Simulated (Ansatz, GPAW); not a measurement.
This is a calculation of ZrC for Ansatz 0.2.0. Atoms were shifted at random by some hundredths of an Å from the given cell, which wasn't relaxed again for these runs. 

input.yaml

```yaml
crystal:
  lattice:
    - [0.0, 2.365, 2.365]
    - [2.365, 0.0, 2.365]
    - [2.365, 2.365, 0.0]
  atoms:
    - { symbol: Zr, position: [0.490141, 0.495912, 0.506416] }
    - { symbol: C, position: [-0.010939, -0.004722, 0.021578] }
kpoints:
  mp_grid: { grid: [10, 10, 10] }
scf:
  occupations: { method: fermi_dirac, width: 0.05 }
hamiltonian:
  xc: pbesol
  pseudopotentials: { kind: all_electron, lapw: { basis_error: 0.001 } }
output:
  forces: true
  stress: true
  eigenvalues: true
  populations: true
```

Potentials or basis: all-electron LAPW, scalar-relativistic.

The run is started by

```console
$ ansatz run input.yaml --threads 1 --pin off --max-ram 3072MiB --backend cpu --events-out ev --progress --plain --runs-dir out
```

Set up the same calculation for GPAW 26.7.0 (ASE script). Potentials or basis there: PAW data sets generated for this functional, cutoff 800 eV.

As run (cutoffs and basis follow the program's own potentials, and thresholds, step limits or extra output files can differ):

The input run.py:

```python
from ase import Atoms
from ase.dft.bandgap import bandgap
from ase.io import write
from ase.units import GPa
from gpaw import GPAW, PW, setup_paths

setup_paths.insert(0, '.')

atoms = Atoms(['Zr', 'C'],
              cell=[[0.0, 2.365, 2.365],
                    [2.365, 0.0, 2.365],
                    [2.365, 2.365, 0.0]],
              scaled_positions=[[0.490141, 0.495912, 0.506416],
                                [-0.010939, -0.004722, 0.021578]],
              pbc=True)

calc = GPAW(mode=PW(800),
            xc='PBEsol',
            kpts={'size': (10, 10, 10), 'gamma': True},
            occupations={'name': 'fermi-dirac', 'width': 0.05},
            nbands=18,
            convergence={'density': 1e-05, 'energy': 1e-05},
            maxiter=150,
            txt='gpaw.txt')
atoms.calc = calc
energy = atoms.get_potential_energy()
forces = atoms.get_forces()
stress = atoms.get_stress()
calc.write('gs.gpw')
write('result.traj', atoms)
print(f'Energy: {energy:.6f} eV')
print('Forces (eV/A):')
print(forces.round(4))
print('Stress (GPa):', (stress / GPa).round(3))
print('Fermi level:', round(calc.get_fermi_level(), 4), 'eV')
print(f'Gap: {bandgap(calc)[0]:.4f} eV, direct: {bandgap(calc, direct=True)[0]:.4f} eV')
```

Potentials or basis: PAW data sets generated in the run's folder for this functional, pw.

Run with:

```sh
$ gpaw-setup -f PBEsol C Zr
$ OMP_NUM_THREADS=1 python run.py
```

Both were run:

|  | Ansatz | GPAW |
| --- | --- | --- |
| Pressure | -8.3 GPa | -9.1 GPa |
| Largest force | 0.310 eV/Å | 0.307 eV/Å |

Where Ansatz's input types no cutoff or centring, it takes its own default and a Γ-centred mesh.

Pressure is positive in compression.
